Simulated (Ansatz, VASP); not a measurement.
## Si: VASP beside Ansatz

```
CELL_PARAMETERS angstrom
0.00000 2.71080 2.71080
2.71080 0.00000 2.71080
2.71080 2.71080 0.00000
ATOMIC_POSITIONS crystal
Si 0.25000 0.25000 0.25000
Si 0.00000 0.00000 0.00000
```

Alike in both runs: functional PBE; dispersion D3(BJ); k mesh 8 × 8 × 8; occupations gaussian, width 0.02 eV; no spin polarisation.

Ansatz relaxed the structure, and its values are those at the end. VASP's run is a single point on that final structure, the one shown.

|  | VASP | Ansatz |
| --- | --- | --- |
| version | VASP 6.6.1 | Ansatz 0.2.0 |
| potentials or method | VASP PAW PBE potentials, release 64 (Si) | scalar-relativistic, plane waves, PAW |
| plane-wave cutoff (eV) | 520 | 420 |
| valence electrons in the cell | 8 | 8 |

|  | VASP | Ansatz | Ansatz less VASP |
| --- | --- | --- | --- |
| gap on the k mesh at the Fermi level (eV) | 0.61 | 0.61 | -0.003 |
| least direct gap on the mesh (eV) | 2.57 | 2.56 | -0.005 |
| pressure (GPa) | -0.1 | 0.0 | +0.08 |

A k mesh can miss the band edges.
